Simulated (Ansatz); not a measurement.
# Ti under changes of volume

One of the cells (16.731 Å³/atom); the others are scaled copies at fixed shape and fractional positions:

```
Ti
1.0
     0.00000    2.03000    2.03000
     2.03000    0.00000    2.03000
     2.03000    2.03000    0.00000
Ti
1
Direct
  0.00000 0.00000 0.00000
```

This isn't the form of Ti at room conditions, which is hcp.

```yaml
Program: Ansatz 0.2.0
Functional: PBE0
Potentials_or_basis: Ansatz PAW
Cutoff: "420 eV (not typed: the program's choice for these potentials)"
k_mesh: 6 × 6 × 6
Occupations: fermi-dirac, width 0.05 eV
Spin: no spin polarisation
```

```csv
volume (Å³/atom),energy over the lowest point (meV/atom),pressure (GPa)
15.727,58.58,13.6
16.062,33.87,10.1
16.396,16.28,6.8
16.731,5.16,3.9
17.065,0.00,1.1
17.400,0.23,-1.3
17.735,?,?
```

Task: What does the run at 17.735 Å³/atom give?

Result: Energy over the lowest point 5.46 meV/atom; pressure -3.6 GPa.

Worked out: A Birch-Murnaghan fit of order 3 (a polynomial in V^(-2/3)) to the other rows has its minimum at 17.22 Å³/atom with B0 = V·E''(V) = 128 GPa and B' = 3.6. It gives 5.46 meV/atom at 17.735 Å³/atom, against the run's 5.46, and -dE/dV = -3.6 GPa, against -3.6.

Energies are extrapolated to zero smearing.

Caveats: all runs use coarse meshes; the PAW data sets come from PBE, with cores solved anew for the run's functional, which leaves a small shift of forces and pressure; the thresholds are loose for stress.
